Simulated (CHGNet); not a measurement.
Zinc-blende ZnTe

Level of theory: the machine-learned potential CHGNet 0.3.0 (trained on PBE and PBE+U data).

Cell: relaxed at this level.

lattice parameter a: 6.192 Å
volume per atom: 29.67 Å³/atom

Measured, for comparison: lattice constant a 6.104 Å (room temperature, not corrected to a static lattice, our sources range from 6.089 to 6.104; as tabulated in Albrecht et al. (1997), arXiv:cond-mat/9706128); equilibrium volume per atom 28.42 Å³/atom (room temperature, not corrected to a static lattice; as tabulated in Albrecht et al. (1997), arXiv:cond-mat/9706128). Computed (rounded) less measured: lattice constant a +1.4 % (+1.4 % to +1.7 % over the range), equilibrium volume per atom +4.4 %.

A machine-learned potential is trained on density-functional data: it inherits that level's misses and adds fitting errors of its own.
